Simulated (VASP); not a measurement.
Level of theory: PBE GGA, VASP's PBE PAW potentials (set 64) (plane waves; VASP 6.6.1).

A VASP calculation is set up with these files.

INCAR:
```
# general
SYSTEM   =  ZnTe
PREC     =  Accurate
ENCUT    =  300
LREAL    =  .False.
LASPH    =  .True.

# electronic loop
EDIFF    =  1E-6
NELM     =  100
ALGO     =  Normal
LMAXMIX  =  4

# smearing
ISMEAR   =  0
SIGMA    =  0.01

# functional
GGA      =  PE

# ions
ISIF     =  2

# output
LWAVE    =  .False.
LCHARG   =  .False.
```

### KPOINTS
```
kpoints
0
G
 1 1 1
0 0 0
```

**POSCAR**
```
ZnTe
1
    0.0000000000     3.0357540000     3.0357540000
    3.0357540000     0.0000000000     3.0357540000
    3.0357540000     3.0357540000     0.0000000000
Zn Te
1 1
Direct
  0.5000000000   0.5000000000   0.5000000000
  0.2500000000   0.2500000000   0.2500000000
```

POTCAR, in this order: Zn Te (PBE.64 set). Program: vasp_std.

The run wrote:

File OSZICAR:
```
       N       E                     dE             d eps       ncg     rms          rms(c)
DAV:   1     0.735333932185E+02    0.73533E+02   -0.61100E+03    26   0.985E+02
DAV:   2     0.106967632821E+02   -0.62837E+02   -0.60105E+02    26   0.208E+02
DAV:   3     0.716058320733E+01   -0.35362E+01   -0.35249E+01    31   0.512E+01
DAV:   4     0.712686498082E+01   -0.33718E-01   -0.33708E-01    34   0.517E+00
DAV:   5     0.712671677669E+01   -0.14820E-03   -0.14820E-03    31   0.258E-01    0.115E+01
DAV:   6     0.866918605391E+01    0.15425E+01   -0.19794E+00    39   0.287E+01    0.875E+00
DAV:   7     0.886596226942E+01    0.19678E+00   -0.12039E+00    26   0.891E+00    0.408E+00
DAV:   8     0.884011550568E+01   -0.25847E-01   -0.80744E-02    26   0.393E+00    0.186E+00
DAV:   9     0.883552769251E+01   -0.45878E-02   -0.14014E-02    39   0.207E+00    0.494E-01
DAV:  10     0.883525180339E+01   -0.27589E-03   -0.13519E-03    34   0.693E-01    0.343E-01
DAV:  11     0.883510262697E+01   -0.14918E-03   -0.38540E-04    26   0.250E-01    0.836E-02
DAV:  12     0.883510190027E+01   -0.72669E-06   -0.12701E-05    26   0.331E-02    0.305E-02
DAV:  13     0.883510201412E+01    0.11384E-06   -0.12653E-06    18   0.163E-02
   1 F= 0.88351020E+01 E0= 0.88351020E+01  d E =-.108501E-29
```

### OUTCAR
```
------------------------ aborting loop because EDIFF is reached ----------------------------------------
  FORCE on cell =-STRESS in cart. coord.  units (eV):
  Direction    XX          YY          ZZ          XY          YZ          ZX
  --------------------------------------------------------------------------------------
  Total       15.4632367     15.4632367     15.4632367      0.0000000      0.0000000      0.0000000
  in kB      442.7731355    442.7731355    442.7731355      0.0000000      0.0000000      0.0000000
  external PRESSURE =     442.7731355 kB  Pullay stress =       0.0000000 kB
  volume of cell :       55.95
      direct lattice vectors                 reciprocal lattice vectors
     0.000000000  3.035754000  3.035754000    -0.164703728  0.164703728  0.164703728
     3.035754000  0.000000000  3.035754000     0.164703728 -0.164703728  0.164703728
     3.035754000  3.035754000  0.000000000     0.164703728  0.164703728 -0.164703728
 POSITION                                       TOTAL-FORCE (eV/Angst)
 -----------------------------------------------------------------------------------
      3.03575      3.03575      3.03575        -0.000000     -0.000000     -0.000000
      1.51788      1.51788      1.51788         0.000000      0.000000      0.000000
 -----------------------------------------------------------------------------------
    total drift:                                0.000015      0.000015      0.000015
  FREE ENERGIE OF THE ION-ELECTRON SYSTEM (eV)
  ---------------------------------------------------
  free  energy   TOTEN  =         8.8351020141 eV

  energy  without entropy=        8.8351020141  energy(sigma->0) =        8.83510201
```
(Selected blocks of OUTCAR.)

At this cut-off the stress carries a Pulay error, which pulls relaxed volumes low.

The structure comes from a computed database's ZnTe entry; how it stands against other phases isn't given here. The cell was not relaxed at this level. The k-mesh is coarse (spacing up to 1.79 per Å, 2π included), so the numbers may not be converged in it. The run is one of a series of settings (KPOINTS 1×1×1 Γ-centred mesh against the base run), some of them coarse on purpose.
